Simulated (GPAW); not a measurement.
# Si2Mo: single point with LDA+U

Si2Mo:

```
Mo Si
1.0
    -1.60000    1.60000    3.93050
     1.60000   -1.60000    3.93050
     1.60000    1.60000   -3.93050
Mo Si
1 2
Cartesian
  0.0000 0.0000 0.0000
  0.0000 0.0000 5.2433
  0.0000 0.0000 2.6177
```

```yaml
Program: GPAW 26.7.0
Task: single point
Functional: LDA
Potentials_or_basis: the program's PAW data sets (release 1.2.1) made for this functional
Cutoff: 500 eV
Basis: pw
k_mesh: 9 × 9 × 9
Occupations: fermi-dirac, width 0.05 eV
Spin: no spin polarisation
Hubbard_terms: Mo d U = 7 eV
```

* Pressure: -3.8 GPa
* Largest force: 1.081 eV/Å
* Band gap on the k mesh: 0.69 eV, direct

Forces in eV/Å, atoms in the order of the input:
```
Mo   0.000  0.000  0.000
Si   0.000  0.000 -1.081
Si   0.000  0.000  1.081
```

Stress tensor (GPa, compression positive):
```
-3.94  0.00  0.00
 0.00 -3.94  0.00
 0.00  0.00 -3.47
```

Levels at points of the mesh, in eV from the valence-band top:
```
           k point  band 8  band 9  band 10  band 11  band 12  band 13  band 14  band 15
(0.00, 0.00, 0.00)   -2.12   -2.12    -0.31    -0.10     4.02     4.17     4.67     4.67
```

Wall time 53 s on 1 thread of Arm Neoverse V2, with other jobs on the host, peak memory 0.18 GiB.

Caveat: the cutoff is short for stress and forces, so pressures can be off by a GPa or more; an odd mesh through Γ misses points on the zone boundary, where band edges often lie; the U is typed as a test and isn't derived for this compound.
